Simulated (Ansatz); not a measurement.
# Ru under changes of volume

One of the cells (13.575 Å³/atom); the others are scaled copies at fixed shape and fractional positions:

```
Ru
1.0
     2.70580    0.00000    0.00000
    -1.35290    2.34329    0.00000
     0.00000    0.00000    4.28190
Ru
2
Direct
  0.66667 0.33333 0.75000
  0.33333 0.66667 0.25000
```

| Quantity | Value |
| --- | --- |
| Program | Ansatz 0.2.0 |
| Functional | PBE |
| Dispersion | D4 |
| Potentials or basis | Ansatz PAW |
| Cutoff | 420 eV (not typed: the program's choice for these potentials) |
| k mesh | 11 × 11 × 6 |
| Occupations | fermi-dirac, width 0.05 eV |
| Spin | no spin polarisation |

```tsv
volume (Å³/atom)	energy over the lowest point (meV/atom)	pressure (GPa)
12.760	48.76	22.0
13.032	?	?
13.303	3.42	5.6
13.575	0.00	-1.3
13.846	7.54	-7.4
14.118	24.82	-12.8
14.389	50.78	-17.6
```

Question: What does the run at 13.032 Å³/atom give?

Answer: Energy over the lowest point 19.17 meV/atom; pressure 13.3 GPa.

Worked out: A Birch-Murnaghan fit of order 3 (a polynomial in V^(-2/3)) to the other rows has its minimum at 13.52 Å³/atom with B0 = V·E''(V) = 329 GPa and B' = 4.8 at fixed shape and positions, which overstates the stiffness. It gives 19.13 meV/atom at 13.032 Å³/atom, against the run's 19.17, and -dE/dV = 13.2 GPa, against 13.3.

Energies are extrapolated to zero smearing.

Caveats: pairwise dispersion overbinds metals, which lowers pressure and volume.
